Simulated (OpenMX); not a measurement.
Wanted: the native input for an OpenMX 3.8.5 run.

```
Task                : band structure
Functional          : PBE
Potentials or basis : OpenMX 2013 PBE set, Ba10.0-s3p2d2, Ti7.0-s3p2d2, O6.0-s2p2d1, grid cutoff 400 Ry
k mesh              : 5 × 5 × 5
Occupations         : fermi-dirac, width 0.05 eV
Spin                : no spin polarisation
Mixing scheme       : rmm-diisk
SCF threshold       : 1e-08 Ha
Solver              : band
Max SCF cycles      : 100
```

The system is BaTiO3.

```
Ba Ti O
1.0
     3.99980    0.00000    0.00000
     0.00000    3.99980    0.00000
     0.00000    0.00000    4.01800
Ba Ti O
1 1 3
Direct
  0.99557 0.99064 0.00350
  0.50254 0.49192 0.46877
  0.47922 0.51432 0.00641
  0.50273 0.00330 0.50938
  0.01995 0.49981 0.53994
```

These files were run (other wordings do the same):

BaTiO3.dat

```
System.CurrrentDirectory             ./
System.Name                          BaTiO3
DATA.PATH                            ./DFT_DATA13
level.of.stdout                      1
level.of.fileout                     1
Species.Number                       3
<Definition.of.Atomic.Species
  Ba  Ba10.0-s3p2d2          Ba_PBE13
  Ti  Ti7.0-s3p2d2           Ti_PBE13
  O   O6.0-s2p2d1            O_PBE13
Definition.of.Atomic.Species>

Atoms.Number                         5
Atoms.SpeciesAndCoordinates.Unit     FRAC
<Atoms.SpeciesAndCoordinates
    1  Ba    0.9955672000    0.9906407400    0.0035034300   5.000  5.000
    2  Ti    0.5025366900    0.4919233700    0.4687657700   6.000  6.000
    3  O     0.4792189400    0.5143238900    0.0064065200   3.000  3.000
    4  O     0.5027309200    0.0032990000    0.5093824900   3.000  3.000
    5  O     0.0199462600    0.4998130000    0.5399418000   3.000  3.000
Atoms.SpeciesAndCoordinates>

Atoms.UnitVectors.Unit               Ang
<Atoms.UnitVectors
     3.9998000000    0.0000000000    0.0000000000
     0.0000000000    3.9998000000    0.0000000000
     0.0000000000    0.0000000000    4.0180000000
Atoms.UnitVectors>

scf.XcType                           GGA-PBE
scf.SpinPolarization                 off
scf.ElectronicTemperature            580.226
scf.energycutoff                     400.0
scf.maxIter                          100
scf.EigenvalueSolver                 band
scf.Kgrid                            5 5 5
scf.Mixing.Type                      rmm-diisk
scf.Init.Mixing.Weight               0.05
scf.Min.Mixing.Weight                0.001
scf.Max.Mixing.Weight                0.3
scf.Mixing.History                   25
scf.Mixing.StartPulay                8
scf.criterion                        1.0e-8
scf.stress.tensor                    on
MD.Type                              nomd
Band.dispersion                      on
Band.Nkpath                          9
<Band.kpath
    6   0.000000  0.000000  0.000000    0.000000  0.500000  0.000000  G X
    6   0.000000  0.500000  0.000000    0.500000  0.500000  0.000000  X M
    9   0.500000  0.500000  0.000000    0.000000  0.000000  0.000000  M G
    6   0.000000  0.000000  0.000000    0.000000  0.000000  0.500000  G Z
    6   0.000000  0.000000  0.500000    0.000000  0.500000  0.500000  Z R
    6   0.000000  0.500000  0.500000    0.500000  0.500000  0.500000  R A
    9   0.500000  0.500000  0.500000    0.000000  0.000000  0.500000  A Z
    6   0.000000  0.500000  0.000000    0.000000  0.500000  0.500000  X R
    6   0.500000  0.500000  0.000000    0.500000  0.500000  0.500000  M A
Band.kpath>
```

Potentials or basis: OpenMX 2013 PBE set, Ba10.0-s3p2d2, Ti7.0-s3p2d2, O6.0-s2p2d1, grid cutoff 400 Ry.

Command:

```console
$ openmx BaTiO3.dat -nt 1 > BaTiO3.std
```

Results of the run:

* Pressure: 4.7 GPa
* Largest force: 1.272 eV/Å
* Band gap on the k mesh: 1.67 eV, indirect (least direct gap 1.96 eV)
* Band gap along the path: 1.53 eV, indirect (least direct gap 1.96 eV)
* Mulliken charges: Ba +1.34; Ti +0.09; O -0.47, -0.48 e

Caveat: Mulliken charges move with the basis; spin-orbit coupling is left out, which moves the levels of the heavy elements; the mesh misses the band edges, which the band path finds closer together; the basis of atomic orbitals isn't converged, which shifts pressures, moduli and gaps; forces of over 1 eV/Å show positions far from the minimum, so gaps and moduli don't describe the material at rest.

Run time: 4.8 min on 1 thread of Arm Neoverse V2 (shared host), peak memory 2 GiB.
